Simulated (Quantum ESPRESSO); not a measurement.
The system is MgS.

```xyz
2
Lattice="3.6109 0.0000 0.0000 -1.8054 3.1271 0.0000 0.0000 0.0000 3.3053" Properties=species:S:1:pos:R:3 pbc="T T T"
Mg    0.0000    0.0000    1.6526
S     1.8055    1.0424    0.0000
```

The cell was built by a generator and needn't be a form met in nature.

| Quantity | Value |
| --- | --- |
| Program | Quantum ESPRESSO 7.5 |
| Task | relaxation of cell and atoms |
| Functional | PBE |
| Dispersion | D4 |
| Potentials or basis | PseudoDojo 0.4.1 SR PBE standard |
| Cutoff | 1143 eV |
| Density cutoff | 4572 eV |
| k mesh | 8 × 8 × 7 |
| Occupations | fermi-dirac, width 0.05 eV |
| Spin | no spin polarisation |

At the start: pressure -2.2 GPa; volume 18.66 Å³/atom.

Task: How do energy, volume and symmetry change on relaxing?

Result: Over 13 steps the energy falls by 4.3 meV/atom and the volume is 18.01 Å³/atom (-3.5 %); space group P-6m2 (No. 187, to 0.05 Å).

Step by step:
```csv
step,energy change (eV),largest force (eV/Å),pressure (GPa),volume (Å³)
1,0.0000,0.0000,-2.24,37.32
2,-0.0019,0.0000,-1.99,37.18
3,-0.0049,0.0000,-1.49,36.90
4,-0.0075,0.0000,-0.81,36.54
5,-0.0086,0.0000,0.00,36.13
6,-0.0078,0.0000,0.74,35.76
7,-0.0079,0.0000,0.71,35.77
8,-0.0080,0.0000,0.67,35.79
9,-0.0081,0.0000,0.60,35.83
10,-0.0083,0.0000,0.51,35.87
11,-0.0084,0.0000,0.40,35.92
12,-0.0085,0.0000,0.28,35.97
13,-0.0086,0.0000,0.15,36.03
```

Final structure:
```xyz
2
Lattice="3.5633 0.0000 0.0000 -1.7817 3.0859 0.0000 0.0000 0.0000 3.2765" Properties=species:S:1:pos:R:3 pbc="T T T"
Mg    0.0000    0.0000    1.6382
S     1.7817    1.0286    0.0000
```
